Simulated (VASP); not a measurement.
# InAs (F-43m) in VASP: notebook

The runs below take InAs through single point, relaxation of cell and atoms, with PBE+D3(BJ).

All numbers are computed with VASP 6.6.1; they aren't measurements. Logs are shortened: lines on timing, memory, paths and dates and some standing lists are left out, and cuts for length are marked.

**Experimental background.**

From a printed reference work, data compilation, for a bulk crystal of InAs at 4.2 K: band gap 0.418 eV (direct).

The runs below are set against these values where they give the same quantity.

## Step 1: Starting point

Symmetry: F-43m, No. 216, cubic system. The conventional cell has a = 6.112 Å, b = 6.112 Å, c = 6.112 Å, α = 90.00°, β = 90.00°, γ = 90.00°. In (site symmetry -43m) is surrounded by 4 As at 2.65 Å. As (site symmetry -43m) is surrounded by 4 In at 2.65 Å.

## Step 2: Single point, PBE+D3(BJ) (clean slab, lower planes held)

Contents of INCAR:

```
PREC = Accurate
ENCUT = 520
EDIFF = 1E-6
ISMEAR = 0
SIGMA = 0.1
LREAL = Auto
LASPH = T
NELM = 100
ALGO = Fast
ISIF = 2
LWAVE = F
LCHARG = F
LDIPOL = T
IDIPOL = 3
DIPOL = 0.5 0.5 0.492
GGA = PE
IVDW = 12
NBANDS = 70
```

Contents of KPOINTS:

```
regular mesh
0
Gamma
  2 3 1
```

Contents of POSCAR:

```
In3As3H2
1.0
    8.6438581901      0.0000000000      0.0000000000
    0.0000000000      6.1121307419      0.0000000000
    0.0000000000      0.0000000000     21.7507981117
In As H
6 6 4
Direct
    0.2500000000      0.5000000000      0.4334953121
    0.7500000000      0.5000000000      0.4334953121
    0.5000000000     -0.0087815577      0.5335321035
    0.0000000000     -0.0087815577      0.5335321035
    0.7500000000      0.4090338783      0.6109932091
    0.2500000000      0.4090338783      0.6109932091
    0.5000000000      0.2500000000      0.4334953121
    0.0000000000      0.2500000000      0.4334953121
    0.7500000000      0.7377123404      0.5344228147
    0.2500000000      0.7377123404      0.5344228147
    0.0000000000      0.1926728796      0.6427503156
    0.5000000000      0.1926728796      0.6427503156
    0.2500000000      0.6702469094      0.3689220493
    0.7500000000      0.6702469094      0.3689220493
    0.5000000000      0.1039074382      0.3770222933
    0.0000000000      0.1039074382      0.3770222933
```

Potentials or basis: VASP PAW PBE potentials, release 64 (In_d, As, H).

Command:

```
> cat potpaw_PBE.64/In_d/POTCAR potpaw_PBE.64/As/POTCAR potpaw_PBE.64/H/POTCAR > POTCAR
> mpirun -np 1 vasp_std > vasp.out
```

OUTCAR:

```text
PREC = Accurate
   ENCUT = 520
   EDIFF = 1E-6
   ISMEAR = 0
   LREAL = Auto
   LASPH = T
   NELM = 100
   ISIF = 2
   GGA = PE
   IVDW = 12
 IVDW          = 12

 ion  position               nearest neighbor table
   1  0.250  0.500  0.433-  13 1.75  10 2.63   7 2.65   8 2.65   6 3.90
   2  0.750  0.500  0.433-  14 1.75   9 2.63   7 2.65   8 2.65   5 3.90
   3  0.500  0.991  0.534-   9 2.66  10 2.66  12 2.68   7 2.69   5 3.75   6 3.75
   4  0.000  0.991  0.534-   9 2.66  10 2.66  11 2.68   8 2.69   5 3.75   6 3.75
   5  0.750  0.409  0.611-   9 2.61  11 2.63  12 2.63   4 3.75   3 3.75   2 3.90
   6  0.250  0.409  0.611-  10 2.61  11 2.63  12 2.63   4 3.75   3 3.75   1 3.90
   7  0.500  0.250  0.433-  15 1.52   2 2.65   1 2.65   3 2.69
   8  0.000  0.250  0.433-  16 1.52   2 2.65   1 2.65   4 2.69
   9  0.750  0.738  0.534-   5 2.61   2 2.63   4 2.66   3 2.66
  10  0.250  0.738  0.534-   6 2.61   1 2.63   4 2.66   3 2.66
  11  0.000  0.193  0.643-   5 2.63   6 2.63   4 2.68
  12  0.500  0.193  0.643-   5 2.63   6 2.63   3 2.68
  13  0.250  0.670  0.369-   1 1.75
  14  0.750  0.670  0.369-   2 1.75
  15  0.500  0.104  0.377-   7 1.52
  16  0.000  0.104  0.377-   8 1.52

  LATTYP: Found a simple orthorhombic cell.
 ALAT       =     6.1121307419
 B/A-ratio  =     1.4142135624
 C/A-ratio  =     3.5586277569

  Lattice vectors:

 A1 = (   0.0000000000,  -6.1121307419,   0.0000000000)
 A2 = (   8.6438581901,   0.0000000000,   0.0000000000)
 A3 = (   0.0000000000,   0.0000000000,  21.7507981117)

Analysis of symmetry for initial positions (statically):
=====================================================================
 Subroutine PRICEL returns following result:

  LATTYP: Found a simple orthorhombic cell.
 ALAT       =     4.3219290950
 B/A-ratio  =     1.4142135624
 C/A-ratio  =     5.0326596372

  Lattice vectors:

 A1 = (   4.3219290950,   0.0000000000,   0.0000000000)
 A2 = (   0.0000000000,   6.1121307419,   0.0000000000)
 A3 = (   0.0000000000,   0.0000000000,  21.7507981117)

   2 primitive cells build up your supercell.

 Routine SETGRP: Setting up the symmetry group for a
 simple orthorhombic supercell.

 Subroutine GETGRP returns: Found  2 space group operations
 (whereof  2 operations were pure point group operations)
 out of a pool of  8 trial point group operations.

The static configuration has the point symmetry C_1h.

Analysis of symmetry for dynamics (positions and initial velocities):
=====================================================================
 Subroutine PRICEL returns following result:

  LATTYP: Found a simple orthorhombic cell.
 ALAT       =     4.3219290950
 B/A-ratio  =     1.4142135624
 C/A-ratio  =     5.0326596372

  Lattice vectors:

 A1 = (   4.3219290950,   0.0000000000,   0.0000000000)
 A2 = (   0.0000000000,   6.1121307419,   0.0000000000)
 A3 = (   0.0000000000,   0.0000000000,  21.7507981117)

   2 primitive cells build up your supercell.

 Routine SETGRP: Setting up the symmetry group for a
 simple orthorhombic supercell.

 Subroutine GETGRP returns: Found  2 space group operations
 (whereof  2 operations were pure point group operations)
 out of a pool of  8 trial point group operations.

The dynamic configuration has the point symmetry C_1h.

 Subroutine INISYM returns: Found  2 space group operations
 (whereof  2 operations are pure point group operations),
 and found     2 'primitive' translations

----------------------------------------------------------------------------------------

                                     Primitive cell

  volume of cell :     574.5733

  direct lattice vectors                    reciprocal lattice vectors
     4.321929095  0.000000000  0.000000000     0.231378160  0.000000000  0.000000000
     0.000000000  6.112130742  0.000000000     0.000000000  0.163609066  0.000000000
     0.000000000  0.000000000 21.750798112     0.000000000  0.000000000  0.045975324

  length of vectors
     4.321929095  6.112130742 21.750798112     0.231378160  0.163609066  0.045975324

  position of ions in fractional coordinates (direct lattice)
     0.500000000  0.500000000  0.433495312
     0.000000000  0.991218442  0.533532104
     0.500000000  0.409033878  0.610993209
     0.000000000  0.250000000  0.433495312
     0.500000000  0.737712340  0.534422815
     0.000000000  0.192672880  0.642750316
     0.500000000  0.670246909  0.368922049
     0.000000000  0.103907438  0.377022293

  ion indices of the primitive-cell ions
   primitive index   ion index
                 1           1
                 2           3
                 3           6
                 4           7
                 5          10
                 6          11
                 7          13
                 8          15

----------------------------------------------------------------------------------------

 KPOINTS: regular mesh

Automatic generation of k-mesh.
 Grid dimensions read from file:
 generate k-points for:    2    3    1

 Generating k-lattice:

  Cartesian coordinates                     Fractional coordinates (reciprocal lattice)
     0.057844540  0.000000000  0.000000000     0.500000000  0.000000000  0.000000000
     0.000000000  0.054536355  0.000000000     0.000000000  0.333333333  0.000000000
     0.000000000  0.000000000  0.045975324     0.000000000  0.000000000  1.000000000

  Length of vectors
     0.057844540  0.054536355  0.045975324

  Shift w.r.t. Gamma in fractional coordinates (k-lattice)
     0.000000000  0.000000000  0.000000000

 Subroutine IBZKPT returns following result:
 ===========================================

 Found      4 irreducible k-points:

 Following reciprocal coordinates:
            Coordinates               Weight
  0.000000  0.000000  0.000000      1.000000
  0.500000  0.000000  0.000000      1.000000
  0.000000  0.333333  0.000000      2.000000
  0.500000  0.333333  0.000000      2.000000
   k-points           NKPTS =      4   k-points in BZ     NKDIM =      4   number of bands    NBANDS=     70
   number of dos      NEDOS =    301   number of ions     NIONS =     16
   total plane-waves  NPLWV = 497664
   dimension x,y,z NGX =    64 NGY =   48 NGZ =  162
   dimension x,y,z NGXF=   128 NGYF=   96 NGZF=  324
   ions per type =               6   6   4
   NGX,Y,Z   is equivalent  to a cutoff of  12.31, 13.06, 12.38 a.u.
   NGXF,Y,Z  is equivalent  to a cutoff of  24.62, 26.11, 24.76 a.u.
 SYSTEM =  unknown system
   PREC   = accura    normal or accurate (medium, high low for compatibility)
   ISTART =      0    job   : 0-new  1-cont  2-samecut
   ICHARG =      2    charge: 1-file 2-atom 10-const
   ISPIN  =      1    spin polarized calculation?
   LNONCOLLINEAR =      F non collinear calculations
   LSORBIT =      F    spin-orbit coupling
   LASPH  =      T    aspherical Exc in radial PAW
   ENCUT  =  520.0 eV  38.22 Ry    6.18 a.u.  16.07 11.36 40.44*2*pi/ulx,y,z
   NELM   =    100;   NELMIN=  2; NELMDL= -5     # of ELM steps
   EDIFF  = 0.1E-05   stopping-criterion for ELM
   LREAL  =      T    real-space projection
   EDIFFG = 0.1E-04   stopping-criterion for IOM
   NSW    =      0    number of steps for IOM
   IBRION =     -1    ionic relax: 0-MD 1-quasi-New 2-CG
   NFREE  =      0    steps in history (QN), initial steepest desc. (CG)
   ISIF   =      2    stress and relaxation
   ISYM   =      2    0-nonsym 1-usesym 2-fastsym
   POTIM  = 0.5000    time-step for ionic-motion
   TEBEG  =    0.0;   TEEND  =   0.0 temperature during run
   PSTRESS=    0.0 pullay stress
   NELECT =     112.0000    total number of electrons
   NUPDOWN=      -1.0000    fix difference up-down
   EMIN   =  10.00;   EMAX   =-10.00  energy-range for DOS
   EFERMI =   0.00;   METHOD = LEGACY
   ISMEAR =     0;   SIGMA  =   0.10  broadening in eV -4-tet -1-fermi 0-gaus
   EFERMI_NEDOS =   21; number of points for ismear=-14 and -15
   IALGO  =     68    algorithm
   IMIX   =      4    mixing-type and parameters
     AMIX     =   0.40;   BMIX     =  1.00
     AMIX_MAG =   1.60;   BMIX_MAG =  1.00
  volume/ion in A,a.u.               =      71.82       484.68
  Fermi-wavevector in a.u.,A,eV,Ry     =   0.753394  1.423709  7.722708  0.567603
  Thomas-Fermi vector in A             =   1.850824
   LORBIT       =      0    0 simple, 1 ext, 2 COOP (PROOUT), +10 PAW based schemes
   GGA     = PE    functional components
   LHFCALC =     F    Hartree Fock is set to
   AEXX    =    0.0000 exact exchange contribution
   IVDW    =    12    specifies the selected vdW correction
   LEPSILON=     F    determine dielectric tensor
   LRPA    =     F    only Hartree local field effects (RPA)
 non-spin polarized calculation
 RMM-DIIS sequential band-by-band and
 Gauss-broadening in eV      SIGMA  =   0.10
  energy-cutoff  :      520.00
  volume of cell :     1149.15
 maximum number of plane-waves:     31004
   NGX = 33   NGY = 23   NGZ = 81

 number of electron     111.9999991 magnetization

 dipolmoment           0.000000      0.000000     -0.064216 electrons x Angstroem

 Free energy of the ion-electron system (eV)
  ---------------------------------------------------
  ext. energy  EPLUGINS =         0.00000000
  ---------------------------------------------------
  free energy    TOTEN  =       -56.33287201 eV

  energy without entropy =      -56.33287201  energy(sigma->0) =      -56.33287201

 E-fermi :  -1.7781     XC(G=0):  -3.4268

 val. band max:       -2.2538600893   @ k =   0.0000   0.0000   0.0000
 cond. band min:      -1.0491998060   @ k =   0.0000   0.0000   0.0000
 fundamental gap:      1.2046602832
 Fermi energy:        -1.7781325300

 k-point     1 :       0.0000    0.0000    0.0000
  band No.  band energies     occupation
      1     -16.6484      2.00000
      2     -16.6475      2.00000
      3     -16.5693      2.00000
      4     -16.5629      2.00000
      5     -16.5362      2.00000
      6     -16.5020      2.00000
[... 60 lines left out ...]
     67       1.5299      0.00000
     68       1.7877      0.00000

 k-point     2 :       0.5000    0.0000    0.0000
  band No.  band energies     occupation
      1     -16.6452      2.00000
      2     -16.6452      2.00000
      3     -16.5634      2.00000
      4     -16.5634      2.00000
      5     -16.5169      2.00000
      6     -16.5169      2.00000
[... 60 lines left out ...]
     67       1.6104      0.00000
     68       1.6104      0.00000

 k-point     3 :       0.0000    0.3333    0.0000
  band No.  band energies     occupation
      1     -16.6605      2.00000
      2     -16.6328      2.00000
      3     -16.5648      2.00000
      4     -16.5543      2.00000
      5     -16.5322      2.00000
      6     -16.4910      2.00000
[... 60 lines left out ...]
     67       1.9311      0.00000
     68       2.1577      0.00000

 k-point     4 :       0.5000    0.3333    0.0000
  band No.  band energies     occupation
      1     -16.6463      2.00000
      2     -16.6463      2.00000
      3     -16.5556      2.00000
      4     -16.5556      2.00000
      5     -16.5142      2.00000
      6     -16.5142      2.00000
[... 60 lines left out ...]
     67       2.1849      0.00000
     68       2.1850      0.00000
 [bands above 68 left out]

------------------------ aborting loop because EDIFF is reached ----------------------------------------

 vacuum level on the upper side and lower side of the slab       (xc-potential included)        -0.187         0.001

 Edisp (eV)   -2.57665

 E8    (eV) :    -1.2136

  FORCE on cell =-STRESS in cart. coord.  units (eV):
  Direction    XX          YY          ZZ          XY          YZ          ZX
  --------------------------------------------------------------------------------------
  -------------------------------------------------------------------------------------
  Total       0.73075    -0.76316     0.26420     0.00000     0.08340     0.00000
  in kB       1.01883    -1.06403     0.36835     0.00000     0.11628     0.00000
  external pressure =        0.11 kB  Pullay stress =        0.00 kB

 VOLUME and BASIS-vectors are now :
 -----------------------------------------------------------------------------
  energy-cutoff  :      520.00
  volume of cell :     1149.15
      direct lattice vectors                 reciprocal lattice vectors
     8.643858190  0.000000000  0.000000000     0.115689080  0.000000000  0.000000000
     0.000000000  6.112130742  0.000000000     0.000000000  0.163609066  0.000000000
     0.000000000  0.000000000 21.750798112     0.000000000  0.000000000  0.045975324

 POSITION                                       TOTAL-FORCE (eV/Angst)
 -----------------------------------------------------------------------------------
      2.16096      3.05607      9.42887         0.000000      0.221669     -0.564978
      6.48289      3.05607      9.42887         0.000000      0.221669     -0.564978
      4.32193      6.05846     11.60475         0.000000     -0.005677     -0.032616
      0.00000      6.05846     11.60475         0.000000     -0.005677     -0.032616
      6.48289      2.50007     13.28959         0.000000      0.020287     -0.005757
      2.16096      2.50007     13.28959        -0.000000      0.020287     -0.005757
[... 8 lines left out ...]
      4.32193      0.63510      8.20054         0.000000     -0.044418     -0.078276
      0.00000      0.63510      8.20054         0.000000     -0.044418     -0.078276
 -----------------------------------------------------------------------------------
    total drift:                                0.000000      0.051858      0.019104

  FREE ENERGIE OF THE ION-ELECTRON SYSTEM (eV)
  ---------------------------------------------------
  free  energy   TOTEN  =       -58.9095207622 eV

  energy  without entropy=      -58.9095207622  energy(sigma->0) =      -58.90952076

 vacuum level on the upper side and lower side of the slab         2.563         2.762
```

Wall time 22 min (1 thread of Intel Xeon Platinum 8488C (Sapphire Rapids), shared host); peak memory 1.1 GiB.

Results:

- Free energy: -58.9095 eV
- Largest force: 0.666 eV/Å
- Band gap on the k mesh: 1.20 eV
- Dispersion energy per atom: -0.161 eV

Forces in eV/Å, atoms in the order of the input:
```
In   0.000  0.222 -0.565
In   0.000  0.222 -0.565
In   0.000 -0.006 -0.033
In   0.000 -0.006 -0.033
In   0.000  0.020 -0.006
In   0.000  0.020 -0.006
As   0.000 -0.195  0.636
As   0.000 -0.195  0.636
As   0.000  0.017  0.013
As   0.000  0.017  0.013
As   0.000 -0.009  0.030
As   0.000 -0.009  0.030
H    0.000 -0.005  0.003
H    0.000 -0.005  0.003
H    0.000 -0.044 -0.078
H    0.000 -0.044 -0.078
```

Levels at points of the mesh, in eV from the valence-band top:
```tsv
k point	band 54	band 55	band 56	band 57	band 58	band 59
(0.00, 0.00, 0.00)	-0.78	-0.36	0.00	1.20	1.40	2.03
(0.50, 0.00, 0.00)	-1.19	-0.63	-0.63	2.07	2.07	2.24
```

Caveat: spin-orbit coupling is left out, which moves the levels of the heavy elements.

(Part 1 of 2 ends here.)
